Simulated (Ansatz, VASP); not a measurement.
MgO in VASP and in Ansatz

Contents of INCAR:

```
SYSTEM = MgO
PREC = Accurate
ENCUT = 520
EDIFF = 1E-6
ISMEAR = 0
SIGMA = 0.05
LREAL = .False.
LASPH = .True.
NELM = 80
ALGO = Normal
ISIF = 2
LWAVE = .False.
LCHARG = .False.
GGA = PS
NBANDS = 11
```

File KPOINTS:

```
regular mesh
0
Gamma
  9 9 8
  0 0 0
```

Contents of POSCAR:

```
MgO
1.0
    2.4973177679      0.0000000000      0.0000000000
   -1.2486588839      2.1627406283      0.0000000000
    0.0000000000      0.0000000000      2.6796800000
Mg O
1 1
Direct
    0.0000000000      0.0000000000      0.0000000000
    0.3333333333      0.6666666667      0.5000000000
```

Input for Ansatz:

```yaml
crystal:
  lattice:
    - [2.4973177679, 0.0, 0.0]
    - [-1.2486588839, 2.1627406283, 0.0]
    - [0.0, 0.0, 2.67968]
  atoms:
    - { symbol: Mg, position: [0.0, 0.0, 0.0] }
    - { symbol: O, position: [0.3333333333, 0.6666666667, 0.5] }
basis:
  ecutwfc: 420
kpoints:
  mp_grid: { grid: [9, 9, 8] }
hamiltonian:
  xc: pbesol
scf:
  occupations: { method: gaussian, width: 0.05 }
output:
  forces: true
  stress: true
  eigenvalues: true
```

Change from the starting cell: strain -0.1500 x Voigt [1, 1, 0, 0, 0, 0], atoms carried along.

Alike in both runs: task single point; functional PBEsol; k mesh 9 × 9 × 8; occupations gaussian, width 0.05 eV; no spin polarisation.

|  | VASP | Ansatz |
| --- | --- | --- |
| version | VASP 6.6.1 | Ansatz 0.2.0 |
| potentials or method | VASP PAW PBE potentials, release 64 (Mg, O) | scalar-relativistic, plane waves, PAW |
| plane-wave cutoff (eV) | 520 | 420 |
| valence electrons in the cell | 8 | 16 |

Ansatz gave:

```
gap on the k mesh at the Fermi level (eV)       : 3.44
least direct gap on the mesh (eV)               : 3.79
pressure (GPa)                                  : 74.6
largest component of the traceless stress (GPa) : 79.54
```

Estimate VASP's values.

gap on the k mesh at the Fermi level (eV): 3.44; least direct gap on the mesh (eV): 3.80; pressure (GPa): 75.4; largest component of the traceless stress (GPa): 80.14.

The two sets of potentials don't hold the same shells in valence.

Caveats: the cell as given lies far from equilibrium; so large a pressure means that the cell lies far from this level's equilibrium, or that cutoff or potentials fall short (VASP); the potentials were made for another functional, which shifts forces and pressure (VASP); an odd mesh through Γ misses points on the zone boundary, where band edges often lie.
